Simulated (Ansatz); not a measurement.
Runs of Ansatz 0.2.0 on TePt. The structure is hexagonal, space group P-6m2 (No. 187). Conventional cell: a = 3.955 Å, b = 3.955 Å, c = 3.860 Å, α = 90.00°, β = 90.00°, γ = 120.00°. Pt (site symmetry -6m2) is surrounded by 6 Te at 2.99 Å. Te (site symmetry -6m2) is surrounded by 6 Pt at 2.99 Å. Measurements of this composition are mostly on another form, of space group No. 166.

| spin | U | fixed moment (μB) | gap on the mesh (eV) | pressure (GPa) | moment (μB) |
| --- | --- | --- | --- | --- | --- |
| collinear, ferromagnetic start | Pt d U = 7 eV | - | none | -15.9 | 0.00 |
| collinear, random start | Pt d U = 4 eV | - | none | (a) | 0.00 |
| collinear, ferromagnetic start | Pt d U = 7 eV | 2 | - | -11.0 | 2.00 |
| collinear, program default start | Pt d U = 7 eV | - | none | -15.9 | 0.00 |

Alike in all rows: task single point; level LDA+U; potentials or basis Ansatz PAW; cell as given; k mesh 6 × 6 × 5; cutoff (eV) 420; smearing gaussian 0.05 eV.

**Question.** Estimate the missing entries.

**Answer.** (a) -16.6.

Caveats: the magnetic or orbital state may not be the lowest; the PAW data sets come from PBE, with cores solved anew for the run's functional, which leaves a small shift of forces and pressure; the U is typed as a test and isn't derived for this compound; the starting moments weren't kept (some runs); the total moment is fixed, so each spin has its own Fermi level (some runs); the thresholds are loose for stress (some runs).

A k mesh can miss the band edges, and the runs leave out spin-orbit coupling on Pt, Te.

A gap of «none» marks a metal or a gap under the smearing width.

Runs at the PBE level aren't shown here.
